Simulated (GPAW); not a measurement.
## Ti2Co in GPAW: the effect of strain biaxial xy

Crystal: Ti2Co.

```
Co Ti
1.0
     0.00000    3.29770    3.36500
     3.29770    0.00000    3.36500
     3.29770    3.29770    0.00000
Co Ti
2 4
Direct
  0.75000 0.75000 0.75000
  0.50000 0.50000 0.50000
  0.12500 0.62500 0.12500
  0.12500 0.12500 0.62500
  0.62500 0.12500 0.12500
  0.12500 0.12500 0.12500
```

Alike in all runs:

| Item | Value |
| --- | --- |
| Program | GPAW 26.7.0 |
| Task | single point |
| Functional | PBEsol |
| Potentials or basis | PAW data sets generated in the run's folder for this functional |
| Cutoff | 600 eV |
| Basis | pw |
| k mesh | 5 × 5 × 5 |
| Occupations | fermi-dirac, width 0.05 eV |
| Spin | collinear spin, ferromagnetic start |
| Starting moments | [2.0, 2.0, 1.0, 1.0, 1.0, 1.0] μB |
| Maxiter | 150 |

```tsv
strain biaxial xy	pressure (GPa)	moment (μB)
-0.02	24.5	0.99
-0.01	20.2	1.20
0	16.3	1.36
0.01	12.7	1.49
0.02	?	?
0.04	3.7	1.71
```

Question: What does the run with strain biaxial xy 0.02 give?

Answer: Pressure 9.4 GPa; moment 1.59 μB.

Worked out: A parabola through the other rows of the pressure, of slope -315 GPa per unit of strain biaxial xy there, gives 9.4 GPa, against the run's 9.4. A parabola through the other rows of the moment, of slope 8.74 μB per unit of strain biaxial xy there, gives 1.60 μB, against the run's 1.59.

Caveats: the density grid can change from cell to cell, which puts small steps into energies and stress.
